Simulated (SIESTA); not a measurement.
**Al2Pt in SIESTA: the effect of functional**

The system is Al2Pt.

```
Pt Al
1.0
     0.00000    2.95500    2.95500
     2.95500    0.00000    2.95500
     2.95500    2.95500    0.00000
Pt Al
1 2
Direct
  0.00000 0.00000 0.00000
  0.75000 0.75000 0.75000
  0.25000 0.25000 0.25000
```

Alike in all runs:

```yaml
Program: SIESTA 5.4.2
Task: single point
Basis: DZP (energy shift 0.003 Ry; two zetas on semicore shells)
Grid_cutoff: 800 Ry
Energy_shift: 0.003 Ry
k_mesh: 8 × 8 × 8
Occupations: fermi-dirac, width 0.05 eV
Spin: no spin polarisation
```

```tsv
functional	potentials or basis	pressure (GPa)
LDA	PseudoDojo 0.4 standard (LDA files)	-3.0
PBEsol	PseudoDojo 0.4 standard (PBEsol files)	?
AM05	PseudoDojo 0.4 standard (PBEsol files)	-0.6
WC	PseudoDojo 0.4 standard (PBEsol files)	0.7
PBE	PseudoDojo 0.4 standard (PBE files)	3.4
PW91	PseudoDojo 0.4 standard (PBE files)	3.8
revPBE	PseudoDojo 0.4 standard (PBE files)	4.1
RPBE	PseudoDojo 0.4 standard (PBE files)	4.4
BLYP	PseudoDojo 0.4 standard (PBE files)	8.9
```

**Question.** What does the run with functional PBEsol give?

**Answer.** Pressure 0.1 GPa.

Caveats: short orbitals over semicore shells can move pressures by several GPa; the basis of atomic orbitals isn't converged, which shifts pressures, moduli and gaps; the potentials were made for another functional, which shifts forces and pressure (some runs).
